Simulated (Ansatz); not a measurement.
# MgO: moving O off its site

MgO, P-6m2, a = 2.938 Å, c = 2.680 Å. This isn't the usual stable structure of the compound. Ansatz: PBE, PAW, 420 eV, Γ-centred 6×6×6 mesh on 8 atoms, Gaussian smearing 0.05 eV; no spin polarisation.

```yaml
crystal:
  lattice:
    - [1.46886, 2.54414, 2.67979]
    - [-1.46886, -2.54414, 2.67979]
    - [4.40659, -2.54414, 0.00000]
  atoms:
    - { symbol: Mg, position: [0.50000, 0.50000, 0.00000] }
    - { symbol: Mg, position: [0.25000, 0.75000, 0.50000] }
    - { symbol: Mg, position: [0.75000, 0.25000, 0.50000] }
    - { symbol: Mg, position: [0.00000, 0.00000, 0.00000] }
    - { symbol: O, position: [0.75000, 0.75000, 0.33333] }
    - { symbol: O, position: [0.50000, 0.00000, 0.83333] }
    - { symbol: O, position: [0.00000, 0.50000, 0.83333] }
    - { symbol: O, position: [0.25000, 0.25000, 0.33333] }
```

Atom 5 (O) moves by x along the unit vector (1.000, 0.000, 0.000), with its periodic images; all else is held. y is the free energy of the cell over the start, F the force along the path summed over the moved atoms.

```
 x (Å) y (meV) F (eV/Å)
-0.600        ?         ?
-0.400    673.8      3.58
-0.200    160.2      1.63
 0.000      0.0      0.00
 0.100     39.5     -0.79
 0.200    160.0     -1.63
 0.300    367.8     -2.54
 0.400    672.1     -3.56
 0.500   1084.0     -4.69
 0.600   1614.2     -5.93
```

Fit y = c2 x² + c3 x³ + c4 x⁴ to the energies of the other rows, give the force constant, and predict energy and force of the missing row.

Least squares on the rows shown. y = 3974.1 x² − 11.812 x³ + 1442.3 x⁴. The force constant is 2 c2 = 7.95 eV/Å² (for all images moving together, not for a lone atom). The force −dy/dx at the missing row is 6.03 eV/Å (computed 5.96). At x = -0.600 the fit asked for gives 1620.1 meV. The run gave 1620.1 meV, the same to the digits shown.

Cost: 10 runs of about 1.3 core-minutes in all, on Intel Xeon 6975P-C (Granite Rapids) (shared hosts).